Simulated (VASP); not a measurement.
Input of a VASP 6.6.1 run:

The input POSCAR:

```
BP
1.0
    0.0000000000      2.2690000000      2.2690000000
    2.2690000000      0.0000000000      2.2690000000
    2.2690000000      2.2690000000      0.0000000000
P B
1 1
Direct
    0.7500000000      0.7500000000      0.7500000000
    0.0000000000      0.0000000000      0.0000000000
```

File INCAR.step1:

```
  PREC = Accurate
  ENCUT = 500
  EDIFF = 1E-8
  ISMEAR = 0
  SIGMA = 0.01
  LREAL = F
  LASPH = T
  NELM = 60
  ALGO = Fast
  LWAVE = T
  LCHARG = F
  GGA = PE
```

Contents of INCAR.step2:

```
  PREC = Accurate
  ENCUT = 500
  EDIFF = 1E-8
  ISMEAR = 0
  SIGMA = 0.01
  LREAL = F
  LASPH = T
  NELM = 1
  ALGO = Exact
  LWAVE = T
  LCHARG = F
  GGA = PE
  NBANDS = 35
  LOPTICS = T
  ISTART = 1
```

File INCAR.step3:

```
  PREC = Accurate
  ENCUT = 500
  EDIFF = 1E-8
  ISMEAR = 0
  SIGMA = 0.01
  LREAL = F
  LASPH = T
  ALGO = EVGW0
  LWAVE = F
  LCHARG = F
  GGA = PE
  NELMGW = 4
  NBANDS = 35
  ENCUTGW = 100
  NOMEGA = 48
  PRECFOCK = Fast
  ISTART = 1
  NBANDSGW = 12
```

Contents of KPOINTS:

```
Automatic mesh
0
Gamma
  5 5 5
```

Potentials or basis: VASP PAW PBE potentials, release 64 (P_GW, B_GW).

Command:

```sh
$ cat potpaw_PBE.64/P_GW/POTCAR potpaw_PBE.64/B_GW/POTCAR > POTCAR
$ cp INCAR.step1 INCAR
$ mpirun -np 1 vasp_std > vasp.out
$ cp INCAR.step2 INCAR
$ mpirun -np 1 vasp_std > vasp.out
$ cp INCAR.step3 INCAR
$ mpirun -np 1 vasp_std > vasp.out
```

**Question.** What does it give for the quasiparticle gap?

**Answer.** 1.88 eV.

**Question.** Estimate the least direct quasiparticle gap.

**Answer.** 4.35 eV.

**Question.** Estimate the band gap on the k mesh, mean-field level.

**Answer.** 1.24 eV, indirect (least direct gap 3.40 eV).

Quasiparticle gap after each update of the energies (eV): 1.79, 1.87, 1.88, 1.88

Caveat: the k mesh is coarse (spacing up to 0.48 Å⁻¹), so the values aren't converged; bands, screening cutoff and mesh are small and nothing is extrapolated, so the quasiparticle values aren't converged; an odd mesh through Γ misses points on the zone boundary, where band edges often lie.
